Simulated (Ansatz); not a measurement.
**Sn: further runs on the relaxed cell**

The task here is to estimate one member of a computed series from the others.

Method: DFT r2SCAN, scalar-relativistic, plane waves, PAW, in Ansatz 0.2.0.

1 further run of the same task is left out (set aside as unsound or not needed).

**The starting structure**

Symmetry: I4/mmm, No. 139, tetragonal system. The conventional cell has a = 3.242 Å, b = 3.242 Å, c = 5.199 Å, α = 90.00°, β = 90.00°, γ = 90.00°. Around Sn (site symmetry 4/mmm) lie 12 Sn at 3.24 to 3.47 Å.

Structure file:

```xyz
1
Lattice="-1.6211 1.6211 2.5995 1.6211 -1.6211 2.5995 1.6211 1.6211 -2.5995" Properties=species:S:1:pos:R:3 pbc="T T T"
Sn    0.0000    0.0000    0.0000
```

It is the result of an earlier relaxation at this level (volume 27.33 Å³/atom; gap on the mesh: none (metal)).

Set-up of the first run:

input.yaml reads:

```yaml
crystal:
  lattice:
    - [-1.6211128933, 1.6211128933, 2.5995156402]
    - [1.6211128933, -1.6211128933, 2.5995156402]
    - [1.6211128933, 1.6211128933, -2.5995156402]
  atoms:
    - { symbol: Sn, position: [0.0, 0.0, 0.0] }
basis:
  ecutwfc: 500
kpoints:
  mp_grid: { grid: [18, 18, 18] }
  band_path:
    path:
      - [[0.0, 0.0, 0.0], [0.0, 0.0, 0.5], [0.25, 0.25, 0.25], [0.0, 0.5, 0.0], [0.0, 0.0, 0.0], [0.5, 0.5, -0.5], [0.34722583, 0.65277417, -0.34722583]]
      - [[-0.34722583, 0.34722583, 0.34722583], [0.0, 0.0, 0.0]]
      - [[0.0, 0.0, 0.5], [-0.19445166, 0.19445166, 0.5]]
      - [[0.5, 0.5, -0.19445166], [0.5, 0.5, -0.5]]
    npoints: 14
hamiltonian:
  xc: r2scan
scf:
  occupations: { method: gaussian, width: 0.1 }
  n_extra_bands: 6
output:
  forces: true
  stress: true
  eigenvalues: true
  populations: true
  dos: { projected: true, de: 0.02, nscf_kmesh: { grid: [27, 27, 27] } }
  bader: true
  write_density: true
  write_potential: true
  elf: true
  volumetric_format: npy
```

The run is started by

```
$ ansatz run input.yaml --threads 1 --pin off --max-ram 2560MiB --backend cpu --events-out ev --progress --plain --runs-dir out
```

Steps of the session up to this table: Electronic structure at the relaxed geometry; The cell as listed, for comparison; Volume × 0.97; Volume × 1.03; The cell scaled to 0.94 of its volume; Volume × 1.06; Point at V/V0 = 0.91; Point at V/V0 = 1.10; Point at V/V0 = 0.88.

One of the session's tables, all rows but one given; the rest of the session is left out.

It belongs to the step «Fit of the equation of state». 

| volume (Å³/atom) | energy above the lowest point (meV/atom) | pressure (GPa) |
| --- | --- | --- |
| 24.047 | 80.3 | 8.89 |
| 24.867 | 42.4 | 6.04 |
| 25.687 | 17.9 | 3.67 |
| 26.506 | ? | ? |
| 27.326 | 0.0 | 0.01 |
| 28.146 | 3.6 | -1.41 |
| 28.966 | 14.0 | -2.63 |
| 30.059 | 35.9 | -3.90 |

**Question.** Estimate the row for volume (Å³/atom) = 26.506.

Worked estimate for «energy above the lowest point (meV/atom)». A straight line through the neighbours (25.687, 17.9) and (27.326, 0.0) gives 17.9 + (0.0 − 17.9) × (26.506 − 25.687) / (27.326 − 25.687) = 9.0; a parabola fitted to 4 rows on both sides gives 4.3.

**Answer.** energy above the lowest point (meV/atom): 4.3; pressure (GPa): 1.69. In «energy above the lowest point (meV/atom)» the line misses by +4.7 and the parabola by 0.0.
